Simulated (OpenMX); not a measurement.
SiC (Moissanite 3C) under changes of volume

One of the cells (10.553 Å³/atom); the others are scaled copies at fixed shape and fractional positions:

```
CELL_PARAMETERS angstrom
0.00000 2.19343 2.19343
2.19343 0.00000 2.19343
2.19343 2.19343 0.00000
ATOMIC_POSITIONS crystal
Si 0.00000 0.00000 0.00000
C 0.75000 0.75000 0.75000
```

```yaml
Program: OpenMX 3.8.5
Functional: PBE
Potentials_or_basis: OpenMX 2013 PBE set, Si7.0-s2p2d1, C6.0-s2p2d1, fixed grid of 24 × 24 × 24 points
k_mesh: 11 × 11 × 11
Occupations: fermi-dirac, width 0.05 eV
Spin: no spin polarisation
```

```csv
volume (Å³/atom),energy over the lowest point (meV/atom),gap on the mesh (eV)
9.725,50.89,1.40
9.932,27.97,1.42
10.139,12.29,1.44
10.553,0.00,1.48
10.760,?,?
10.967,9.43,1.52
```

Q: What does the run at 10.760 Å³/atom give?

A: Energy over the lowest point 2.26 meV/atom; gap on the mesh 1.50 eV.

Worked out: A Birch-Murnaghan fit of order 3 (a polynomial in V^(-2/3)) to the other rows has its minimum at 10.57 Å³/atom with B0 = V·E''(V) = 212 GPa and B' = 3.9. It gives 2.25 meV/atom at 10.760 Å³/atom, against the run's 2.26. A straight line through the other rows of the gap, of slope 0.999 eV per unit of ln V, gives 1.50 eV, against the run's 1.50.

Energies are extrapolated to zero smearing.

Caveats: an odd mesh through Γ misses points on the zone boundary, where band edges often lie; the basis of atomic orbitals isn't converged, which shifts pressures, moduli and gaps.
